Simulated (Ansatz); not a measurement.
Write the native input for Ansatz 0.2.0 that does the following.

* Task: single point
* Functional: B3LYP
* Potentials or basis: Ansatz PAW
* Cutoff: 420 eV (not typed: the program's choice for these potentials)
* k mesh: 4 × 4 × 4
* Occupations: fermi-dirac, width 0.05 eV
* Spin: no spin polarisation

Crystal: CdS.

```
Cd S
1.0
     0.00000    2.75324    2.75324
     2.75324    0.00000    2.75324
     2.75324    2.75324    0.00000
Cd S
1 1
Direct
  0.00000 0.00000 0.00000
  0.50000 0.50000 0.50000
```

Measurements of this composition are mostly on another form, of space group No. 186.

The input as run:

input

```
crystal:
  lattice:
    - [0.0, 2.753244, 2.753244]
    - [2.753244, 0.0, 2.753244]
    - [2.753244, 2.753244, 0.0]
  atoms:
    - { symbol: Cd, position: [0.0, 0.0, 0.0] }
    - { symbol: S, position: [0.5, 0.5, 0.5] }
hamiltonian:
  xc: b3lyp
  pseudopotentials: { kind: paw }
kpoints:
  mp_grid: { grid: [4, 4, 4] }
scf:
  occupations: { method: fermi_dirac, width: 0.05 }
output:
  forces: true
  stress: true
  eigenvalues: true
```

It gave:

```yaml
Pressure: 1.9 GPa
Band_gap_on_the_k_mesh: 1.45 eV, indirect (least direct gap 2.87 eV)
```

Caveat: the k mesh is coarse (spacing up to 0.49 Å⁻¹), so the values aren't converged, least of all with exact exchange; the PAW data sets come from PBE, with cores solved anew for the run's functional, which leaves a small shift of forces and pressure; the thresholds are loose for stress.

It took 7.4 s on 1 × NVIDIA H100 80GB HBM3 with 2 threads of AMD EPYC 7R13 Processor (Zen 3), with other jobs on the host, peak memory 1.3 GiB.
